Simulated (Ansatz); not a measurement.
A 4-atom cell of NaHF2 started from a crystallographic database with hydrogen sites as listed, relaxed with r2SCAN+rVV10: space group R-3m (No. 166), trigonal; a = 3.395 Å, c = 13.708 Å in the conventional setting, 11.41 Å³ an atom. Around Na lie 6 F at 2.27 Å; around H lie 2 F at 1.13 Å; around F lie 1 H at 1.13 Å and 3 Na at 2.27 Å. One-shot G0W0@r2SCAN in Ansatz 0.2.0 on a 4×4×4 mesh (contour deformation, no spin-orbit coupling), from an r2SCAN gap of 7.881 eV over the mesh points (the G0W0 gap is direct on the mesh); the number N of bands summed and the screening cutoff rise together. The values are computed, spin-unpolarised, and not measurements.

```tsv
N	cutoff (eV)	1000/N	G0W0 gap (eV)
86	80	11.628	11.714
183	140	5.464	11.855
```

**Question.** Lay a straight line in 1000/N through these rows.

**Answer.** The slope is -0.0229 eV per unit of 1000/N and the intercept 11.980 eV.

**Question.** Predict the gap at N = 327 (210 eV).

**Answer.** 11.980 + (-0.0229) × 3.058 = 11.910 eV; the run gives 12.051 eV, +0.141 eV from the line.

**Question.** With that run's result added, what limit do the last two rows suggest?

**Answer.** Their slope is (12.051 − 11.855)/(3.058 − 5.464) = -0.0815, which meets 1/N = 0 at 12.30 eV, against 11.980 eV from the first line. The slope steepens, so 1/N isn't yet asymptotic and the true limit probably lies higher still; the k mesh isn't extrapolated.
